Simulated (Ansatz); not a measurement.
**Property card for TaSi₂**

These are results of DFT r2SCAN, scalar-relativistic, plane waves, PAW (Ansatz), not measurements.

Settings: cutoff 500 eV, Γ-centred mesh 12×12×6 on the computed 9-atom cell, Gaussian smearing of 0.10 eV; no spin polarisation.

The structure is relaxed at this level of theory with its symmetry kept. Whether it is the stable form of this composition wasn't checked.

Symmetry: P6_422, No. 181, hexagonal system. The conventional cell has a = 4.780 Å, b = 4.780 Å, c = 6.555 Å, α = 90.00°, β = 90.00°, γ = 120.00°. Around Ta (site symmetry 222) lie 10 Si at 2.60 to 2.83 Å. Si (site symmetry 2) is surrounded by 5 Si at 2.55 to 2.83 Å and 5 Ta at 2.60 to 2.83 Å.

- Volume per atom: 97.3 bohr³
- Formation energy from the elements' standard states (uncorrected): -0.460 eV/atom
- Generalised Kohn–Sham band gap: none (metal)
- Density of states at the Fermi level: 2.88 states/eV per cell
- Löwdin character within 0.5 eV of the Fermi level: Ta 5d 68 %, Si 3p 22 %, unprojected 5 %
- Bulk modulus: 194 GPa
- Its pressure derivative: 4.3
- Bader charges (e): Ta (3 in the cell) 0.95, Si (6 in the cell) -0.48

Spin-orbit coupling is left out, which matters for the bands of heavy elements.